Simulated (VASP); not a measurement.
# Cu2O (Cuprite) (Pn-3m) in VASP: further runs

One crystal, Cu2O (Cuprite), is run at these levels: PBE; tasks: relaxation of the atoms.

Program: VASP 6.6.1. These are calculated values, not measurements. Logs are shortened: lines on timing, memory, paths and dates and some standing lists are left out, and cuts for length are marked.

**Measured values to compare with.**

From “Importance of surface oxygen vacancies for ultrafast hot carrier relaxation and transport in Cu2O”, 2021, arxiv:2103.03167, for a bulk crystal of Cu2O: band gap 2.17 eV (direct).

How close the calculation comes is told below.

### Step 1. The structure

Symmetry: Pn-3m, No. 224, cubic system. Conventional cell: a = 4.307 Å, b = 4.307 Å, c = 4.307 Å, α = 90.00°, β = 90.00°, γ = 90.00°. Cu (site symmetry -3m) has 2 O at 1.87 Å as nearest neighbours. Around O (site symmetry -43m) lie 4 Cu at 1.87 Å.

### Step 2. Relaxation of the atoms, PBE (a relaxed cell with its volume scaled by 0.94)

INCAR reads:

```
SYSTEM = Cu2O
ALGO = Fast
EDIFF = 1E-7
EDIFFG = -0.01
ENCUT = 600
GGA = PE
IBRION = 2
ISIF = 2
ISMEAR = 0
KPAR = 2
LASPH = .True.
LCHARG = .False.
LREAL = .False.
LWAVE = .False.
NELM = 80
NSW = 40
PREC = Accurate
SIGMA = 0.03
```

KPOINTS reads:

```
k-points
0
Gamma
  6 6 6
  0 0 0
```

POSCAR reads:

```
Cu2O                                    
1.0
    4.2192032318      0.0000000000      0.0000000000
    0.0000000000      4.2192032318      0.0000000000
    0.0000000000      0.0000000000      4.2192032318
  Cu              O             
     4     2
Direct
     0.2500000000000000    0.2500000000000000    0.2500000000000000
     0.2500000000000000    0.7500000000000000    0.7500000000000000
     0.7500000000000000    0.7500000000000000    0.2500000000000000
     0.7500000000000000    0.2500000000000000    0.7500000000000000
     0.0000000000000000    0.0000000000000000    0.0000000000000000
     0.5000000000000000    0.5000000000000000    0.5000000000000000
```

Potentials or basis: VASP PAW PBE potentials, release 64 (Cu, O).

The run is started by

```bash
$ cat potpaw_PBE.64/Cu/POTCAR potpaw_PBE.64/O/POTCAR > POTCAR
$ mpirun -np 2 vasp_std > vasp.out
```

OUTCAR:

```text
SYSTEM = Cu2O
   EDIFF = 1E-7
   EDIFFG = -0.01
   ENCUT = 600
   GGA = PE
   IBRION = 2
   ISIF = 2
   ISMEAR = 0
   LASPH = .True.
   LREAL = .False.
   NELM = 80
   NSW = 40
   PREC = Accurate

 ion  position               nearest neighbor table
   1  0.250  0.250  0.250-   5 1.83   6 1.83
   2  0.250  0.750  0.750-   5 1.83   6 1.83
   3  0.750  0.750  0.250-   5 1.83   6 1.83
   4  0.750  0.250  0.750-   5 1.83   6 1.83
   5  0.000  0.000  0.000-   1 1.83   2 1.83   3 1.83   4 1.83
   6  0.500  0.500  0.500-   1 1.83   2 1.83   3 1.83   4 1.83

  LATTYP: Found a simple cubic cell.
 ALAT       =     4.2192032318

  Lattice vectors:

 A1 = (   4.2192032318,   0.0000000000,   0.0000000000)
 A2 = (   0.0000000000,   4.2192032318,   0.0000000000)
 A3 = (   0.0000000000,   0.0000000000,   4.2192032318)

Analysis of symmetry for initial positions (statically):
=====================================================================
 Subroutine PRICEL returns:
 Original cell was already a primitive cell.

 Routine SETGRP: Setting up the symmetry group for a
 simple cubic supercell.

 Subroutine GETGRP returns: Found 48 space group operations
 (whereof 24 operations were pure point group operations)
 out of a pool of 48 trial point group operations.

The static configuration has the point symmetry T_d .
 The point group associated with its full space group is O_h .

Analysis of symmetry for dynamics (positions and initial velocities):
=====================================================================
 Subroutine PRICEL returns:
 Original cell was already a primitive cell.

 Routine SETGRP: Setting up the symmetry group for a
 simple cubic supercell.

 Subroutine GETGRP returns: Found 48 space group operations
 (whereof 24 operations were pure point group operations)
 out of a pool of 48 trial point group operations.

The dynamic configuration has the point symmetry T_d .
 The point group associated with its full space group is O_h .

 Subroutine INISYM returns: Found 48 space group operations
 (whereof 24 operations are pure point group operations),
 and found     1 'primitive' translations

----------------------------------------------------------------------------------------

                                     Primitive cell

  volume of cell :      75.1089

  direct lattice vectors                    reciprocal lattice vectors
     4.219203232  0.000000000  0.000000000     0.237011574  0.000000000  0.000000000
     0.000000000  4.219203232  0.000000000     0.000000000  0.237011574  0.000000000
     0.000000000  0.000000000  4.219203232     0.000000000  0.000000000  0.237011574

  length of vectors
     4.219203232  4.219203232  4.219203232     0.237011574  0.237011574  0.237011574

  position of ions in fractional coordinates (direct lattice)
     0.250000000  0.250000000  0.250000000
     0.250000000  0.750000000  0.750000000
     0.750000000  0.750000000  0.250000000
     0.750000000  0.250000000  0.750000000
     0.000000000  0.000000000  0.000000000
     0.500000000  0.500000000  0.500000000

  ion indices of the primitive-cell ions
   primitive index   ion index
                 1           1
                 2           2
                 3           3
                 4           4
                 5           5
                 6           6

----------------------------------------------------------------------------------------

 KPOINTS: k-points

Automatic generation of k-mesh.
 Grid dimensions read from file:
 generate k-points for:    6    6    6

 Generating k-lattice:

  Cartesian coordinates                     Fractional coordinates (reciprocal lattice)
     0.039501929  0.000000000  0.000000000     0.166666667  0.000000000  0.000000000
     0.000000000  0.039501929  0.000000000     0.000000000  0.166666667  0.000000000
     0.000000000  0.000000000  0.039501929     0.000000000  0.000000000  0.166666667

  Length of vectors
     0.039501929  0.039501929  0.039501929

  Shift w.r.t. Gamma in fractional coordinates (k-lattice)
     0.000000000  0.000000000  0.000000000

 Subroutine IBZKPT returns following result:
 ===========================================

 Found     20 irreducible k-points:

 Following reciprocal coordinates:
            Coordinates               Weight
  0.000000  0.000000  0.000000      1.000000
  0.166667  0.000000  0.000000      6.000000
  0.333333  0.000000  0.000000      6.000000
  0.500000  0.000000  0.000000      3.000000
  0.166667  0.166667  0.000000     12.000000
  0.333333  0.166667  0.000000     24.000000
[... 12 lines left out ...]
  0.500000  0.500000  0.333333      6.000000
  0.500000  0.500000  0.500000      1.000000
   k-points           NKPTS =     20   k-points in BZ     NKDIM =     20   number of bands    NBANDS=     33
   number of dos      NEDOS =    301   number of ions     NIONS =      6
   total plane-waves  NPLWV =  46656
   dimension x,y,z NGX =    36 NGY =   36 NGZ =   36
   dimension x,y,z NGXF=    72 NGYF=   72 NGZF=   72
   ions per type =               4   2
   NGX,Y,Z   is equivalent  to a cutoff of  14.18, 14.18, 14.18 a.u.
   NGXF,Y,Z  is equivalent  to a cutoff of  28.37, 28.37, 28.37 a.u.
 SYSTEM =  Cu2O
   PREC   = accura    normal or accurate (medium, high low for compatibility)
   ISTART =      0    job   : 0-new  1-cont  2-samecut
   ICHARG =      2    charge: 1-file 2-atom 10-const
   ISPIN  =      1    spin polarized calculation?
   LNONCOLLINEAR =      F non collinear calculations
   LSORBIT =      F    spin-orbit coupling
   LASPH  =      T    aspherical Exc in radial PAW
   ENCUT  =  600.0 eV  44.10 Ry    6.64 a.u.   8.43  8.43  8.43*2*pi/ulx,y,z
   NELM   =     80;   NELMIN=  2; NELMDL= -5     # of ELM steps
   EDIFF  = 0.1E-06   stopping-criterion for ELM
   LREAL  =      F    real-space projection
   EDIFFG = -.1E-01   stopping-criterion for IOM
   NSW    =     40    number of steps for IOM
   IBRION =      2    ionic relax: 0-MD 1-quasi-New 2-CG
   NFREE  =      1    steps in history (QN), initial steepest desc. (CG)
   ISIF   =      2    stress and relaxation
   ISYM   =      2    0-nonsym 1-usesym 2-fastsym
   POTIM  = 0.5000    time-step for ionic-motion
   TEBEG  =    0.0;   TEEND  =   0.0 temperature during run
   PSTRESS=    0.0 pullay stress
   NELECT =      56.0000    total number of electrons
   NUPDOWN=      -1.0000    fix difference up-down
   EMIN   =  10.00;   EMAX   =-10.00  energy-range for DOS
   EFERMI =   0.00;   METHOD = LEGACY
   ISMEAR =     0;   SIGMA  =   0.03  broadening in eV -4-tet -1-fermi 0-gaus
   EFERMI_NEDOS =   21; number of points for ismear=-14 and -15
   IALGO  =     68    algorithm
   IMIX   =      4    mixing-type and parameters
     AMIX     =   0.40;   BMIX     =  1.00
     AMIX_MAG =   1.60;   BMIX_MAG =  1.00
  volume/ion in A,a.u.               =      12.52        84.48
  Fermi-wavevector in a.u.,A,eV,Ry     =   1.484478  2.805256 29.982813  2.203675
  Thomas-Fermi vector in A             =   2.598010
   LORBIT       =      0    0 simple, 1 ext, 2 COOP (PROOUT), +10 PAW based schemes
   GGA     = PE    functional components
   LHFCALC =     F    Hartree Fock is set to
   AEXX    =    0.0000 exact exchange contribution
   IVDW    =     0    specifies the selected vdW correction
   LEPSILON=     F    determine dielectric tensor
   LRPA    =     F    only Hartree local field effects (RPA)
 conjugate gradient relaxation of ions
 non-spin polarized calculation
 RMM-DIIS sequential band-by-band and
 Gauss-broadening in eV      SIGMA  =   0.03
  energy-cutoff  :      600.00
  volume of cell :       75.11
 maximum number of plane-waves:      2522
 NGX is ok and might be reduce to    36
   NGX = 17   NGY = 17   NGZ = 17

 number of electron      56.0000030 magnetization

 Free energy of the ion-electron system (eV)
  ---------------------------------------------------
  ext. energy  EPLUGINS =         0.00000000
  ---------------------------------------------------
  free energy    TOTEN  =       -27.17440891 eV

  energy without entropy =      -27.17440891  energy(sigma->0) =      -27.17440891

 E-fermi :   5.2677     XC(G=0): -11.2025

 val. band max:        5.1049264267   @ k =   0.0000   0.0000   0.0000
 cond. band min:       5.7106639325   @ k =   0.0000   0.0000   0.0000
 fundamental gap:      0.6057375059
 Fermi energy:         5.2676946631

 k-point     1 :       0.0000    0.0000    0.0000
  band No.  band energies     occupation
      1     -15.3010      2.00000
      2     -14.5054      2.00000
      3      -2.3970      2.00000
      4      -2.3970      2.00000
      5      -2.3970      2.00000
      6       0.0547      2.00000
[... 25 lines left out ...]
     32      13.2319      0.00000
     33      13.2485      0.00000

 k-point     2 :       0.1667    0.0000    0.0000
  band No.  band energies     occupation
      1     -15.2472      2.00000
      2     -14.5578      2.00000
      3      -2.3232      2.00000
      4      -2.2908      2.00000
      5      -2.2908      2.00000
      6      -0.4857      2.00000
[... 25 lines left out ...]
     32      12.7716      0.00000
     33      13.1093      0.00000

 k-point     3 :       0.3333    0.0000    0.0000
  band No.  band energies     occupation
      1     -15.1006      2.00000
      2     -14.7021      2.00000
      3      -2.0938      2.00000
      4      -2.0045      2.00000
      5      -2.0045      2.00000
      6      -1.1341      2.00000
[... 25 lines left out ...]
     32      11.1560      0.00000
     33      12.8577      0.00000

 k-point     4 :       0.5000    0.0000    0.0000
  band No.  band energies     occupation
      1     -14.9007      2.00000
      2     -14.9007      2.00000
      3      -1.7571      2.00000
      4      -1.7571      2.00000
      5      -1.6943      2.00000
      6      -1.6943      2.00000
[... 529 lines left out ...]
     32       9.3151      0.00000
     33       9.9865      0.00000

 k-point    19 :       0.5000    0.5000    0.3333
  band No.  band energies     occupation
      1     -15.0801      2.00000
      2     -14.6318      2.00000
      3      -2.3490      2.00000
      4      -2.3490      2.00000
      5      -2.1332      2.00000
      6      -0.8430      2.00000
[... 25 lines left out ...]
     32       9.2937      0.00000
     33      10.2124      0.00000

 k-point    20 :       0.5000    0.5000    0.5000
  band No.  band energies     occupation
      1     -15.1085      2.00000
      2     -14.5896      2.00000
      3      -2.2898      2.00000
      4      -2.2898      2.00000
      5      -2.2898      2.00000
      6      -0.7899      2.00000
[... 25 lines left out ...]
     32      10.1017      0.00000
     33      10.1068      0.00000

------------------------ aborting loop because EDIFF is reached ----------------------------------------

  FORCE on cell =-STRESS in cart. coord.  units (eV):
  Direction    XX          YY          ZZ          XY          YZ          ZX
  --------------------------------------------------------------------------------------
  -------------------------------------------------------------------------------------
  Total        3.7379987      3.7379987      3.7379987     -0.0000000     -0.0000000      0.0000000
  in kB       79.7367254     79.7367254     79.7367254     -0.0000000     -0.0000000      0.0000000
  external PRESSURE =      79.7367254 kB  Pullay stress =       0.0000000 kB

 VOLUME and BASIS-vectors are now :
 -----------------------------------------------------------------------------
  energy-cutoff  :      600.00
  volume of cell :       75.11
      direct lattice vectors                 reciprocal lattice vectors
     4.219203232  0.000000000  0.000000000     0.237011574  0.000000000  0.000000000
     0.000000000  4.219203232  0.000000000     0.000000000  0.237011574  0.000000000
     0.000000000  0.000000000  4.219203232     0.000000000  0.000000000  0.237011574

 POSITION                                       TOTAL-FORCE (eV/Angst)
 -----------------------------------------------------------------------------------
      1.05480      1.05480      1.05480         0.000000     -0.000000      0.000000
      1.05480      3.16440      3.16440        -0.000000      0.000000      0.000000
      3.16440      3.16440      1.05480         0.000000      0.000000     -0.000000
      3.16440      1.05480      3.16440        -0.000000      0.000000      0.000000
      0.00000      0.00000      0.00000        -0.000000     -0.000000     -0.000000
      2.10960      2.10960      2.10960        -0.000000     -0.000000     -0.000000
 -----------------------------------------------------------------------------------
    total drift:                                0.000000      0.000000      0.000000

  FREE ENERGIE OF THE ION-ELECTRON SYSTEM (eV)
  ---------------------------------------------------
  free  energy   TOTEN  =       -27.1744089065 eV

  energy  without entropy=      -27.1744089065  energy(sigma->0) =      -27.17440891

 reached required accuracy - stopping structural energy minimisation
```

Run time: 39 s. Hardware: 2 MPI ranks of AMD EPYC 7R13 (Zen 3), shared host; peak memory 0.19 GiB.

Results:

```
Free energy             : -27.1744 eV
Pressure after relaxing : 8.0 GPa
Band gap on the k mesh  : 0.61 eV, direct
```

Final structure:
```
Cu O
1.0
     4.21920    0.00000    0.00000
     0.00000    4.21920    0.00000
     0.00000    0.00000    4.21920
Cu O
4 2
Direct
  0.25000 0.25000 0.25000
  0.25000 0.75000 0.75000
  0.75000 0.75000 0.25000
  0.75000 0.25000 0.75000
  0.00000 0.00000 0.00000
  0.50000 0.50000 0.50000
```

Caveat: the relaxation stopped at its first step, so nothing moved.

### Step 3. Relaxation of the atoms, PBE (a relaxed cell with its volume scaled by 0.96)

INCAR is that of step 2.

KPOINTS is that of step 2.

POSCAR: that of step 2 with these lines changed.

```diff
@@ -2,5 +2,5 @@
 1.0
-    4.2192032318      0.0000000000      0.0000000000
-    0.0000000000      4.2192032318      0.0000000000
-    0.0000000000      0.0000000000      4.2192032318
+    4.2489169096      0.0000000000      0.0000000000
+    0.0000000000      4.2489169096      0.0000000000
+    0.0000000000      0.0000000000      4.2489169096
   Cu              O
```

Potentials or basis: VASP PAW PBE potentials, release 64 (Cu, O).

The run is started by

```bash
$ cat potpaw_PBE.64/Cu/POTCAR potpaw_PBE.64/O/POTCAR > POTCAR
$ mpirun -np 2 vasp_std > vasp.out
```

Run time: 33 s. Hardware: 2 MPI ranks of AMD EPYC 7R13 (Zen 3), shared host; peak memory 0.19 GiB.

It converged, with:

| Quantity | Value |
| --- | --- |
| Free energy | -27.2408 eV |
| Pressure after relaxing | 5.0 GPa |
| Band gap on the k mesh | 0.56 eV, direct |

Final structure:
```
Cu O
1.0
     4.24892    0.00000    0.00000
     0.00000    4.24892    0.00000
     0.00000    0.00000    4.24892
Cu O
4 2
Direct
  0.25000 0.25000 0.25000
  0.25000 0.75000 0.75000
  0.75000 0.75000 0.25000
  0.75000 0.25000 0.75000
  0.00000 0.00000 0.00000
  0.50000 0.50000 0.50000
```

Levels at points of the mesh, in eV from the valence-band top:
```
           k point  band 25  band 26  band 27  band 28  band 29  band 30  band 31  band 32
(0.00, 0.00, 0.00)    -1.59     0.00     0.00     0.00     0.56     1.23     1.23     8.00
(0.50, 0.00, 0.00)    -1.21    -1.21    -0.40    -0.40     2.29     2.29     4.24     4.24
(0.50, 0.50, 0.00)    -1.23    -1.23    -0.66    -0.66     1.93     1.93     3.87     3.87
(0.50, 0.50, 0.50)    -1.00    -0.58    -0.58    -0.58     2.45     2.45     2.45     4.92
```

Caveat: the relaxation stopped at its first step, so nothing moved. A k mesh can miss the band edges.

### Step 4. Relaxation of the atoms, PBE (a relaxed cell with its volume scaled by 0.98)

INCAR is that of step 3.

KPOINTS is that of step 3.

POSCAR: that of step 3 with these lines changed.

```diff
@@ -2,5 +2,5 @@
 1.0
-    4.2489169096      0.0000000000      0.0000000000
-    0.0000000000      4.2489169096      0.0000000000
-    0.0000000000      0.0000000000      4.2489169096
+    4.2782207108      0.0000000000      0.0000000000
+    0.0000000000      4.2782207108      0.0000000000
+    0.0000000000      0.0000000000      4.2782207108
   Cu              O
```

The run is started by

```bash
$ cat potpaw_PBE.64/Cu/POTCAR potpaw_PBE.64/O/POTCAR > POTCAR
$ mpirun -np 2 vasp_std > vasp.out
```

Wall time 34 s (2 MPI ranks of AMD EPYC 7R13 (Zen 3), shared host); peak memory 0.19 GiB.

It converged, with:

* Free energy: -27.2794 eV
* Pressure after relaxing: 2.4 GPa
* Band gap on the k mesh: 0.51 eV, direct

Final structure:
```
Cu O
1.0
     4.27822    0.00000    0.00000
     0.00000    4.27822    0.00000
     0.00000    0.00000    4.27822
Cu O
4 2
Direct
  0.25000 0.25000 0.25000
  0.25000 0.75000 0.75000
  0.75000 0.75000 0.25000
  0.75000 0.25000 0.75000
  0.00000 0.00000 0.00000
  0.50000 0.50000 0.50000
```

Levels at points of the mesh, in eV from the valence-band top:
```csv
k point,band 26,band 27,band 28,band 29,band 30,band 31
"(0.00, 0.00, 0.00)",0.00,0.00,0.00,0.51,1.30,1.30
"(0.50, 0.00, 0.00)",-1.17,-0.38,-0.38,2.24,2.24,4.25
"(0.50, 0.50, 0.00)",-1.19,-0.64,-0.64,1.92,1.92,3.83
"(0.50, 0.50, 0.50)",-0.56,-0.56,-0.56,2.48,2.48,2.48
```

Caveat: the relaxation stopped at its first step, so nothing moved.

[end of part 1 of 2]
